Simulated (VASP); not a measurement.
All values below come from PBEsol GGA, VASP's PBE PAW potentials (set 64) (plane waves; VASP).

Input for VASP

File POSCAR:
```
InN
1
    0.0000000000     2.4947565978     2.4947565978
    2.4947565978     0.0000000000     2.4947565978
    2.4947565978     2.4947565978     0.0000000000
In N
1 1
Direct
  0.0000000000   0.0000000000   0.0000000000
  0.2500000000   0.2500000000   0.2500000000
```

### INCAR
```
SYSTEM = InN
PREC = Accurate
ENCUT = 520
EDIFF = 1E-7
NELM = 100
ALGO = Normal
LREAL = .FALSE.
LASPH = .TRUE.
ISMEAR = -5
GGA = PS
LMAXMIX = 4
LWAVE = .FALSE.
LCHARG = .TRUE.
LORBIT = 11
NEDOS = 601
ISIF = 2
```

File KPOINTS:
```
Automatic
0
Gamma
 14 14 14
```

POTCAR, in this order: In_d N (PBE.64 set). Program: vasp_std.

The resulting files:

OUTCAR:
```
 ion  position               nearest neighbor table
   1  0.000  0.000  0.000-   2 2.16   2 2.16   2 2.16   2 2.16
   2  0.250  0.250  0.250-   1 2.16   1 2.16   1 2.16   1 2.16
  LATTYP: Found a face centered cubic cell.
 ALAT       =     4.9895131956
 Subroutine PRICEL returns:
 Original cell was already a primitive cell.
 Subroutine GETGRP returns: Found 24 space group operations
The static configuration has the point symmetry T_d .
The dynamic configuration has the point symmetry T_d .
 Subroutine INISYM returns: Found 24 space group operations
 Subroutine IBZKPT returns following result:
 Found    104 irreducible k-points:

 Following reciprocal coordinates:
            Coordinates               Weight
  0.000000  0.000000  0.000000      1.000000
  0.071429  0.000000  0.000000      8.000000
  0.142857  0.000000  0.000000      8.000000
  0.214286  0.000000  0.000000      8.000000
  0.285714  0.000000  0.000000      8.000000
  0.357143  0.000000  0.000000      8.000000
  0.428571  0.000000  0.000000      8.000000
  0.500000  0.000000  0.000000      4.000000
  0.071429  0.071429  0.000000      6.000000
  0.142857  0.071429  0.000000     24.000000
  0.214286  0.071429  0.000000     24.000000
  0.285714  0.071429  0.000000     24.000000
  0.357143  0.071429  0.000000     24.000000
  0.428571  0.071429  0.000000     24.000000
  0.500000  0.071429  0.000000     24.000000
 -0.428571  0.071429  0.000000     24.000000
 -0.357143  0.071429  0.000000     24.000000
 -0.285714  0.071429  0.000000     24.000000
 -0.214286  0.071429  0.000000     24.000000
 -0.142857  0.071429  0.000000     24.000000
 -0.071429  0.071429  0.000000     12.000000
  0.142857  0.142857  0.000000      6.000000
  0.214286  0.142857  0.000000     24.000000
  0.285714  0.142857  0.000000     24.000000
...
```

### OSZICAR
```
       N       E                     dE             d eps       ncg     rms          rms(c)
DAV:   1     0.129891917066E+03    0.12989E+03   -0.91116E+03  2742   0.183E+03
DAV:   2    -0.238595833818E+01   -0.13228E+03   -0.12650E+03  2974   0.379E+02
DAV:   3    -0.133067921747E+02   -0.10921E+02   -0.10762E+02  3269   0.110E+02
DAV:   4    -0.135880268574E+02   -0.28123E+00   -0.28090E+00  3042   0.193E+01
DAV:   5    -0.135992989862E+02   -0.11272E-01   -0.11272E-01  3650   0.358E+00    0.955E+00
DAV:   6    -0.116121800367E+02    0.19871E+01   -0.71213E+00  4096   0.501E+01    0.527E+00
DAV:   7    -0.115818906342E+02    0.30289E-01   -0.50942E-01  2738   0.866E+00    0.215E+00
DAV:   8    -0.115617056820E+02    0.20185E-01   -0.89576E-02  3259   0.282E+00    0.555E-01
DAV:   9    -0.115573032487E+02    0.44024E-02   -0.76447E-03  4392   0.187E+00    0.203E-01
DAV:  10    -0.115575202499E+02   -0.21700E-03   -0.10312E-03  2849   0.328E-01    0.667E-02
DAV:  11    -0.115575226492E+02   -0.23993E-05   -0.35307E-05  3995   0.797E-02    0.145E-02
DAV:  12    -0.115575222831E+02    0.36616E-06   -0.17377E-05  3214   0.488E-02    0.105E-02
DAV:  13    -0.115575214847E+02    0.79840E-06   -0.23780E-06  3959   0.278E-02    0.415E-03
DAV:  14    -0.115575214078E+02    0.76904E-07   -0.18213E-07  2339   0.371E-03
   1 F= -.11557521E+02 E0= -.11557521E+02  d E =0.000000E+00
```

**OUTCAR**
```
------------------------ aborting loop because EDIFF is reached ----------------------------------------
  FORCE on cell =-STRESS in cart. coord.  units (eV):
  Direction    XX          YY          ZZ          XY          YZ          ZX
  --------------------------------------------------------------------------------------
  Total       -0.0087741     -0.0087741     -0.0087741      0.0000000      0.0000000      0.0000000
  in kB       -0.4526873     -0.4526873     -0.4526873      0.0000000      0.0000000      0.0000000
  external PRESSURE =      -0.4526873 kB  Pullay stress =       0.0000000 kB
  volume of cell :       31.05
      direct lattice vectors                 reciprocal lattice vectors
     0.000000000  2.494756598  2.494756598    -0.200420354  0.200420354  0.200420354
     2.494756598  0.000000000  2.494756598     0.200420354 -0.200420354  0.200420354
     2.494756598  2.494756598  0.000000000     0.200420354  0.200420354 -0.200420354
 POSITION                                       TOTAL-FORCE (eV/Angst)
 -----------------------------------------------------------------------------------
      0.00000      0.00000      0.00000        -0.000000      0.000000     -0.000000
      1.24738      1.24738      1.24738         0.000000     -0.000000      0.000000
 -----------------------------------------------------------------------------------
    total drift:                               -0.000000     -0.000000     -0.000000
  FREE ENERGIE OF THE ION-ELECTRON SYSTEM (eV)
  ---------------------------------------------------
  free  energy   TOTEN  =       -11.5575214078 eV

  energy  without entropy=      -11.5575214078  energy(sigma->0) =      -11.55752141

 total charge

# of ion       s       p       d       tot
------------------------------------------
    1        0.764   0.782   9.999  11.545
    2        1.240   2.386   0.000   3.626
--------------------------------------------------
tot          2.004   3.168   9.999  15.171
```
(Selected blocks of OUTCAR.)

For a metal the tetrahedron method with Blöchl corrections gives inexact stress and forces.

The structure was generated: InN was put into the zinc blende type (F-43m), which need not be its known phase. It was relaxed first.
